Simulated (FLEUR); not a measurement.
Runs of FLEUR MaX-R8.1 (later development tree) on Nb. Symmetry: Im-3m, No. 229, cubic system. The conventional cell has a = 3.328 Å, b = 3.328 Å, c = 3.328 Å, α = 90.00°, β = 90.00°, γ = 90.00°. Around Nb (site symmetry m-3m) lie 8 Nb at 2.88 Å. 

```tsv
task	level	cell	max iterations	mixing factor	mixer	mixer history	density convergence	gap on the mesh (eV)	V0 of scaled cells (Å³/atom)	B0 (GPa)
single point	PBEsol	cell strained at random at fixed volume	60	0.05	Anderson	15	1e-05 me/bohr^3	none	-	-
single point	PBEsol	as given	60	0.05	Anderson	15	1e-05 me/bohr^3	none	-	-
equation of state	PBEsol	as given	-	-	-	-	-	-	17.59	181
equation of state	r2SCAN	as given	-	-	-	-	-	-	(a)	179
```

Alike in all rows: potentials or basis all-electron, FLAPW; no spin polarisation; k mesh 11 × 11 × 11; smearing fermi-dirac 0.05 eV; kmax 4.1 1/bohr.

**Question.** Fill in the values left out.

**Answer.** (a) 18.10.

Caveats: the meta-GGA is that of a development version, with a GGA for the radial functions and cores and without core tails (some runs).

A k mesh can miss the band edges, and the runs leave out spin-orbit coupling on Nb.

A gap of «none» marks a metal or a gap under the smearing width.
